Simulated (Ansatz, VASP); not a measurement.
# Ge: VASP beside Ansatz

File POSCAR:

```
Ge
1.0
    0.0300708592      2.8368735121      2.8368735121
    2.8368735121      0.0300708592      2.8368735121
    2.8669443714      2.8669443714      0.0000000001
Ge
2
Direct
    0.0012685232      0.0012685232     -0.0012685232
    0.2487314768      0.2487314768      0.2512685232
```

The input INCAR.step1:

```
SYSTEM = Ge
PREC = Accurate ; ENCUT = 520
ISMEAR = -1 ; SIGMA = 0.02
LREAL = .False. ; LASPH = .True.
NELM = 100 ; NBANDS = 21
GGA = PE ; ALGO = Normal
EDIFF = 1E-4 ; LWAVE = .True.
LCHARG = .False.
```

The input INCAR.step2:

```
SYSTEM = Ge
PREC = Accurate ; ENCUT = 520
EDIFF = 1E-6 ; ISMEAR = -1
SIGMA = 0.02 ; LREAL = .False.
LASPH = .True. ; NELM = 100
ALGO = Normal ; ISIF = 2
LWAVE = .False. ; LCHARG = .False.
METAGGA = R2SCAN ; LMIXTAU = .True.
NBANDS = 21 ; ISTART = 1
```

KPOINTS

```
Automatic mesh
0
Gamma
  8 8 8
  0 0 0
```

Input for Ansatz:

```yaml
crystal:
  lattice:
    - [0.0300708592, 2.8368735121, 2.8368735121]
    - [2.8368735121, 0.0300708592, 2.8368735121]
    - [2.8669443714, 2.8669443714, 1.0e-10]
  atoms:
    - { symbol: Ge, position: [0.0012685232, 0.0012685232, -0.0012685232] }
    - { symbol: Ge, position: [0.2487314768, 0.2487314768, 0.2512685232] }
kpoints:
  mp_grid: { grid: [8, 8, 8] }
  band_path:
    path:
      - [0.0, 0.0, 0.0]
      - [0.5, 0.0, 0.5]
      - [0.625, 0.25, 0.625]
      - [0.375, 0.375, 0.75]
      - [0.5, 0.5, 0.5]
      - [0.5, 0.25, 0.75]
      - [-0.005534, -0.005534, -0.011068]
      - [0.0, 0.5, 0.0]
    npoints: 1
hamiltonian:
  xc: r2scan
scf:
  occupations: { method: fermi_dirac, width: 0.02 }
  n_extra_bands: 4
output:
  forces: true
  stress: true
  eigenvalues: true
  write_density: true
  write_potential: true
  elf: true
  volumetric_format: npy
```

Change from the starting cell: shear_xy strain +2.1%.

Alike in both runs: task single point; functional r2SCAN; k mesh 8 × 8 × 8; occupations fermi-dirac, width 0.02 eV; no spin polarisation.

```csv
,VASP,Ansatz
version,VASP 6.6.1,Ansatz 0.2.0
potentials or method,"VASP PAW PBE potentials, release 64 (Ge_d)","plane waves, PAW"
plane-wave cutoff (eV),520,500
valence electrons in the cell,28,28
```

|  | VASP | Ansatz | Ansatz less VASP |
| --- | --- | --- | --- |
| pressure (GPa) | 0.1 | 0.0 | -0.05 |
| largest component of the traceless stress (GPa) | 1.41 | 1.43 | +0.016 |
| rms of the force components (eV/Å) | 0.004 | 0.000 | -0.0039 |

Atom by atom the forces differ by 0.004 eV/Å (rms over components).

Caveats: the PAW data sets were made with another functional, which shifts forces and pressure a little (VASP).
